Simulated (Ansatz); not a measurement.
# PtSe2: the cost of one run

Method: DFT PBE, scalar-relativistic, plane waves, PAW, in Ansatz 0.2.0.

The COD entry's cell or inner coordinates are ideal or old and differ from later refinements, so a difference from it is no clean test against experiment.

1 further run of the same task is left out (it didn't finish).

### 1 The structure to begin with

The structure is trigonal, space group P-3m1 (No. 164). The conventional cell has a = 3.724 Å, b = 3.724 Å, c = 5.062 Å, α = 90.00°, β = 90.00°, γ = 120.00°. Pt (site symmetry -3m) is surrounded by 6 Se at 2.49 Å. Se (site symmetry 3m) is surrounded by 3 Pt at 2.49 Å.

Structure file:

```
Pt Se
1.0
     3.72400    0.00000    0.00000
    -1.86200    3.22508    0.00000
     0.00000    0.00000    5.06200
Pt Se
1 2
Direct
  0.00000 0.00000 0.00000
  0.33333 0.66667 0.25000
  0.66667 0.33333 0.75000
```

The structure comes from the Crystallography Open Database.

### 2 Ground state at the listed geometry

Contents of input.yaml:

```yaml
crystal:
  lattice:
    - [3.724, 0.0, 0.0]
    - [-1.862, 3.2250786037, 0.0]
    - [0.0, 0.0, 5.062]
  atoms:
    - { symbol: Pt, position: [0.0, 0.0, 0.0] }
    - { symbol: Se, position: [0.3333333333, 0.6666666667, 0.25] }
    - { symbol: Se, position: [0.6666666667, 0.3333333333, 0.75] }
basis:
  ecutwfc: 420
  fft_grid_basis: typed
kpoints:
  mp_grid: { grid: [9, 9, 6] }
hamiltonian:
  xc: pbe
scf:
  occupations: { method: gaussian, width: 0.05 }
output:
  forces: true
  stress: true
  eigenvalues: true
  bader: true
  write_density: true
  volumetric_format: npy
  elf: true
```

On the command line:

```sh
$ ansatz run input.yaml --threads 1 --pin off --max-ram 2560MiB --backend cpu --events-out ev --progress --plain --runs-dir out
```

**Question.** How long does this run take on 1 thread of Intel Xeon 6975P-C (Granite Rapids), shared host, and how much memory does it need?

About 24 s, with a peak of 0.47 GiB.
